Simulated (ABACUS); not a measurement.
NaCl under changes of volume

One of the cells (21.478 Å³/atom); the others are scaled copies at fixed shape and fractional positions:

```
Cl Na
1.0
     3.50219    0.00000    0.00000
     0.00000    3.50219    0.00000
     0.00000    0.00000    3.50219
Cl Na
1 1
Direct
  0.50000 0.50000 0.50000
  0.00000 0.00000 0.00000
```

Measurements of this composition are mostly on another form, of space group No. 225.

| Item | Value |
| --- | --- |
| Program | ABACUS 3.10.1 |
| Functional | PBEsol |
| Potentials or basis | PseudoDojo NC SR 0.4.1 PBEsol standard |
| Cutoff | 1211 eV |
| Density cutoff | 4844 eV |
| Basis | plane waves |
| k mesh | 8 × 8 × 8 |
| Occupations | fermi-dirac, width 0.05 eV |
| Spin | no spin polarisation |

```csv
volume (Å³/atom),energy over the lowest point (meV/atom),pressure (GPa),gap on the mesh (eV)
20.189,0.33,0.4,4.05
20.619,0.00,-0.2,3.97
21.048,1.22,-0.7,3.91
21.478,?,?,?
21.907,7.71,-1.6,3.78
22.337,12.62,-2.0,3.72
22.766,18.48,-2.4,3.67
```

Problem. What does the run at 21.478 Å³/atom give?

Solution. Energy over the lowest point 3.82 meV/atom; pressure -1.2 GPa; gap on the mesh 3.84 eV.

Worked out: A Birch-Murnaghan fit of order 3 (a polynomial in V^(-2/3)) to the other rows has its minimum at 20.49 Å³/atom with B0 = V·E''(V) = 29 GPa and B' = 5.1. It gives 3.86 meV/atom at 21.478 Å³/atom, against the run's 3.82, and -dE/dV = -1.2 GPa, against -1.2. A straight line through the other rows of the gap, of slope -3.16 eV per unit of ln V, gives 3.85 eV, against the run's 3.84.

Energies are extrapolated to zero smearing.

A mesh can miss the band edges.
